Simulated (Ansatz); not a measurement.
## HfN: band structure with PBEsol

Crystal: HfN.

```
Hf N
1.0
     0.00000    2.25600    2.25600
     2.25600    0.00000    2.25600
     2.25600    2.25600    0.00000
Hf N
1 1
Direct
  0.00000 0.00000 0.00000
  0.50000 0.50000 0.50000
```

| Quantity | Value |
| --- | --- |
| Program | Ansatz 0.2.0 |
| Task | band structure |
| Functional | PBEsol |
| Potentials or basis | all-electron LAPW, scalar-relativistic |
| Cutoff | 343 eV (chosen from the basis error) |
| Basis error allowed | 0.001 eV/atom |
| k mesh | 10 × 10 × 10 |
| Occupations | fermi-dirac, width 0.05 eV |
| Spin | no spin polarisation |

* Pressure: -1.9 GPa
* Band gap along the path: none (metal or under the smearing width)

Levels at the corners of the path, in eV from the Fermi level:
```tsv
point	band 23	band 24	band 25	band 26	band 27	band 28
Γ	-2.94	-2.94	-0.43	-0.43	-0.43	1.77
X	-3.91	-3.65	-3.65	4.06	5.53	5.53
W	-5.52	-5.52	1.10	1.10	5.54	5.55
K	-5.58	-4.98	-0.89	3.86	4.44	6.03
Γ	-2.94	-2.94	-0.43	-0.43	-0.43	1.77
L	-6.27	-6.27	3.24	3.67	3.67	4.41
U	-5.58	-4.98	-0.89	3.86	4.44	6.03
W	-5.52	-5.52	1.10	1.10	5.54	5.55
```

Run time: 15 s on 1 thread of AMD EPYC 7R13 Processor (Zen 3) (shared host), peak memory 0.38 GiB.

Caveat: spin-orbit coupling is left out, which moves the levels of the heavy elements.
